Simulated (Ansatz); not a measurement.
Computed with DFT PBE, scalar-relativistic, plane waves, PAW (Ansatz). Settings: cutoff 420 eV, Γ-centred meshes spaced at most about 0.3 Å⁻¹, and about 0.25 Å⁻¹ or finer for metals (2π included), Gaussian smearing. No spin polarisation.

Temperature and zero-point effects are left out.

Compare these two cells of Be3Te4, each relaxed at this level.

A.

```
Be Te
1.0
     3.85499    0.00000    0.00000
     0.00000    7.84736    0.00000
     0.00000    0.00000   12.31993
Be Te
6 8
Direct
  0.00000 0.24447 0.23764
  0.00000 0.75553 0.23764
  0.00000 0.27348 0.76643
  0.00000 0.72652 0.76643
  0.50000 0.50000 0.01088
  0.50000 0.00000 0.99109
  0.00000 0.00000 0.35683
  0.00000 0.50000 0.34738
  0.50000 0.31959 0.64555
  0.50000 0.68041 0.64555
  0.00000 0.50000 0.89708
  0.00000 0.00000 0.86538
  0.50000 0.24231 0.11603
  0.50000 0.75769 0.11603
```

B.

```
Be Te
1.0
     3.88071    0.00000    0.00000
     0.00000    3.88071    0.00000
     0.00000    0.00000   11.73355
Be Te
3 4
Direct
  0.50000 0.50000 0.24880
  0.50000 0.50000 0.75120
  0.00000 0.00000 0.00000
  0.50000 0.00000 0.36935
  0.00000 0.50000 0.63065
  0.50000 0.00000 0.87728
  0.00000 0.50000 0.12272
```

**Question.** Which is lower in energy, and by how much?

**Answer.** A is lower, by 49 meV/atom. A has space group Pmm2 (No. 25), 26.6 Å³/atom and no gap on its mesh; B has space group P-4m2 (No. 115), 25.2 Å³/atom and no gap. Counting Te atoms around Be (those within 1.25 times the shortest such distance or 1.15 times the sum of covalent radii), A and B both have Be 4. A holds Te–Te pairs (shortest 2.83 Å); in B the shortest Te–Te distance is 3.88 Å. Origin: A, invented, then shaken at random and relaxed again; B, invented.

No dispersion correction is applied, so the spacing and binding between layers, chains or molecules are poorly described (Pmm2, P-4m2), and this can change margins and order among such cells. Spin–orbit coupling, which can matter for Te, is left out. Cells relaxed within their symmetry can be saddle points.

Cell A is favoured by 49 meV/atom, and electron counting suggests why. With Be as Be²⁺ and every Te as Te²⁻, Be3Te4 lacks two electrons per formula unit, so B, which has no Te–Te bonds, is left with holes in its Te 5p band and is metallic. A bond of 2.83 Å, close to a normal Te–Te single bond, pushes a σ* level above the filled states and so removes two holes. Both cells are tetrahedral, zinc-blende-like slabs ending in two-coordinate Te, and the coordinates of A show dimers on only one of the two slab faces. That makes one pair per two formula units, half of what charge balance needs, which fits the absence of a gap in A as well. Pairing is therefore a plausible source of the energy gain, though the different contact between slabs, including its missing dispersion part, could also contribute. A cell with both faces dimerised would be electron-precise and is an obvious lower-energy candidate, so the comparison doesn't establish A as the ground state of this composition.
